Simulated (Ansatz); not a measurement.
# Elastic constants of BN at 22 GPa (stress–strain coefficients): input and output

The calculation used DFT PBE, scalar-relativistic, plane waves, PAW (Ansatz 0.2.0).

Launched with:
```bash
ansatz run input.yaml --threads 1 --pin off --max-ram 3072MiB --backend cpu --events-out ev --progress --plain --runs-dir out
```

Input (bare energies are in eV):
```yaml
crystal:
  lattice:
    - [2.5089342162, 0.0, 0.0]
    - [-1.2544671081, 2.1728007676, 0.0]
    - [0.0, 0.0, 4.150710805]
  atoms:
    - { symbol: B, position: [0.6666666667, 0.3333333333, 0.9996059881] }
    - { symbol: B, position: [0.3333333333, 0.6666666667, 0.4996059881] }
    - { symbol: "N", position: [0.6666666667, 0.3333333333, 0.6253940119] }
    - { symbol: "N", position: [0.3333333333, 0.6666666667, 0.1253940119] }
basis:
  ecutwfc: 420
kpoints:
  mp_grid: { grid: [12, 12, 6] }
hamiltonian:
  xc: pbe
scf:
  occupations: { method: fixed }
output:
  forces: true
  stress: true
  eigenvalues: true
  polarization: {}
elastic:
  mode: relaxed_ion
  stencil: two_point
```

From the output:
```
--- Elastic constants: 3 strain directions × 2 members + reference (group order 12) ---
  dense FFT box of the reference and of every strained cell: 18×18×30
  strains applied: 11, 33, 23; error gains: componentwise 1.00 (the most a stress slope's error grows in a printed constant), spectral 1.41 (1 for all six strains in a standard setting)
  C = ∂σ_k/∂η_j (tension-positive GPa; Voigt order 11 22 33 23 13 12):
      1057.486    187.710     93.818      0.000      0.000      0.000
       187.710   1057.486     93.818      0.000      0.000      0.000
        93.950     93.950   1179.671      0.000      0.000      0.000
        -0.000      0.000      0.000    353.789      0.000      0.000
         0.000      0.000     -0.000      0.000    353.789      0.000
         0.000     -0.000      0.000      0.000      0.000    434.888
  reference stress σ⁰ (GPa):    -21.982    -21.982    -21.988     -0.000     -0.000     -0.000
  C* (energy form; C + prestress term) asymmetry max|C*_kj − C*_jk| = 1.260e-1 GPa — a small one proves nothing (zero by symmetry where the batch's group is 432, −43m or m−3m); a large one is finite-difference/SCF noise where every solve ...
  moduli (Voigt/Reuss/Hill, GPa): K = 449.51/449.46/449.48   G = 423.10/412.87/417.99   E = 957.24   ν = 0.145
  mechanically stable: yes (min eigenvalue of sym C = 353.79 GPa)
  e, the proper piezoelectric tensor (elastic.mode: relaxed_ion; C/m²; rows x y z; Voigt order 11 22 33 23 13 12):
      -0.00000    0.00000    0.00000    0.00000   -0.25362    0.00000
       0.00000   -0.00000    0.00000   -0.25362   -0.00000    0.00000
      -0.24026   -0.24026    0.75463    0.00000    0.00000    0.00000
  ±, each entry's uncertainty from the finite density of the strings (C/m²), an estimate: the size of the correction for it that the entry includes:
       0.00000    0.00000    0.00000    0.00000    0.00315    0.00000
       0.00000    0.00000    0.00000    0.00315    0.00000    0.00000
       0.00081    0.00081    0.00024    0.00000    0.00000    0.00000
  the group's symmetry takes up to 1.5e-7 C/m² out of the measured responses: error of the strings' finite density and of the mesh across them, as far as it breaks the symmetry (raise kpoints.mp_grid and any string_points); the largest step ...
  strain η (Voigt 11):  stress-route row diagonal C_11 = 1057.49 GPa, energy-path curvature d²(F+E_count+ΔE)/dδ²/Ω₀ = 1058.72 GPa
         δ    σ_11 (GPa) F (eV) n_scf n_hpsi n_pw
    -2.000e-3     -24.1111       -1084.3942525       9   35987    458   relax 4 steps, max|allowed force component| 7.44e-7 eV/Å
     2.000e-3     -19.8811       -1084.4067886       9   35833    458   relax 4 steps, max|allowed force component| 3.14e-5 eV/Å
  strain η (Voigt 33):  stress-route row diagonal C_33 = 1179.67 GPa, energy-path curvature d²(F+E_count+ΔE)/dδ²/Ω₀ = 1182.23 GPa
         δ    σ_33 (GPa) F (eV) n_scf n_hpsi n_pw
    -2.000e-3     -24.3644       -1084.3942414       9   15833    458   relax 3 steps, max|allowed force component| 2.25e-6 eV/Å
     2.000e-3     -19.6457       -1084.4067638       9   15908    458   relax 3 steps, max|allowed force component| 1.42e-6 eV/Å
  strain η (Voigt 23):  stress-route row diagonal C_44 = 353.79 GPa, energy-path curvature d²(F+E_count+ΔE)/dδ²/Ω₀ = 365.31 GPa
         δ    σ_23 (GPa) F (eV) n_scf n_hpsi n_pw
    -2.000e-3      -0.7076       -1084.4007252       9   50433    458   relax 3 steps, max|allowed force component| 1.38e-5 eV/Å
     2.000e-3       0.7076       -1084.4007252       9   50436    458   relax 3 steps, max|allowed force component| 1.55e-5 eV/Å
--- Formal polarisation (Berry phase): one branch of a lattice of values; only differences between neighbouring runs are physical ---
  axis mesh electronic ionic p = total spread (rad) least overlap resolved gap  δp at fixed H ≤   (phases in cycles; p mod 1; gap in eV; gap and δp judge the states as solved, not the mesh's step, its ...
  b1    12×12×6        -0.00000000     8.00000000     8.00000000      0.000000         0.9642        8.4931           1.2e-6
  b2    12×12×6        -0.00000000     8.00000000     8.00000000      0.000000         0.9642        8.4931           1.2e-6
  b3    12×12×6         0.00279405     8.25157605     8.25437010      0.131857         0.9479        8.4931           6.7e-7
  quantum along a1:   0.11088112 e/Å² =   177.651145 µC/cm²
  quantum along a2:   0.11088112 e/Å² =   177.651145 µC/cm²
  quantum along a3:   0.18343864 e/Å² =   293.901101 µC/cm²
  P = (  0.44352449,   0.76820696,   1.51417042) e/Å² = (  710.604582,  1230.803240,  2425.968463) µC/cm²  (mod the quanta)
```

It took 93 s on 1 thread of AMD EPYC 7R43 64-Core Processor (Zen 3), with other jobs on the host, peak memory 0.45 GiB.

This wurtzite form isn't the usual stable structure of the compound at low pressure.